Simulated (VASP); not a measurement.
# A VASP 6.6.1 single-point calculation on Si

INCAR

```
LCHARG = .FALSE.
ENCUT = 520
IBRION = -1
SIGMA = 0.02
EDIFF = 1E-7
NELM = 96
LREAL = .FALSE.
PREC = Accurate
NBANDS = 16
GGA = PE
NSW = 0
ISMEAR = -1
LASPH = .TRUE.
LWAVE = .FALSE.
ISIF = 2
```

KPOINTS

```
KPOINTS created by Atomic Simulation Environment
0
Gamma
6 6 2
0 0 0
```

POSCAR

```
Si
 1.0000000000000000
     7.2416799999999997    0.0000000000000000    0.0000000000000000
    -3.6208399999999998    6.2714699999999999    0.0000000000000000
     0.0000000000000000    0.0000000000000000   11.7434999999999992
 Si
   4
Cartesian
 -0.0000000000000000  4.1809799999999999 -0.0085267949266212
  3.6208399999999998  2.0904900000000000  5.8632232050733792
 -0.0000000000000000  4.1809799999999999  4.4123392949266229
  3.6208399999999998  2.0904900000000000 10.2840892949266216
```

The recommended PBE PAW datasets give the neutral cell 16 valence electrons.

Command

```
mpirun -np 1 vasp_std
```

OSZICAR

```
N       E                     dE             d eps       ncg     rms          rms(c)
DAV:   1     0.450947692447E+02    0.45095E+02   -0.39109E+03   448   0.631E+02
DAV:   2     0.841037360625E+00   -0.44254E+02   -0.42729E+02   664   0.858E+01
DAV:   3    -0.428521617223E+01   -0.51263E+01   -0.48872E+01   504   0.257E+01
DAV:   4    -0.441475185809E+01   -0.12954E+00   -0.12844E+00   448   0.557E+00
DAV:   5    -0.441866526513E+01   -0.39134E-02   -0.39125E-02   536   0.111E+00    0.927E-01
DAV:   6    -0.441370039407E+01    0.49649E-02   -0.47046E-02   448   0.768E-01    0.574E-01
DAV:   7    -0.442291812725E+01   -0.92177E-02   -0.73278E-02   448   0.946E-01    0.219E-01
DAV:   8    -0.442652624968E+01   -0.36081E-02   -0.32347E-03   480   0.243E-01    0.494E-02
DAV:   9    -0.442682102786E+01   -0.29478E-03   -0.34467E-04   448   0.815E-02    0.111E-02
DAV:  10    -0.442682384019E+01   -0.28123E-05   -0.12190E-05   624   0.183E-02    0.340E-03
DAV:  11    -0.442682404250E+01   -0.20231E-06   -0.18018E-06   448   0.665E-03    0.154E-03
DAV:  12    -0.442682410572E+01   -0.63217E-07   -0.51875E-07   456   0.295E-03
   1 F= -.44268241E+01 E0= -.44179655E+01  d E =-.177173E-01
```

It converged. Results: gap between bands v and c on the k mesh -0.08 eV (bands overlap: a metal); least direct gap on the k mesh 0.00 eV; pressure -1.8 GPa. Band v is the last that the valence electrons fill when counted band by band, and c is the next.

**Question.** Find the fault in these files.

**Answer.** Cell typed in bohr. On sound settings PBE gives a gap of 0.32 eV on its mesh and a pressure of 3.2 GPa for the intended cell.
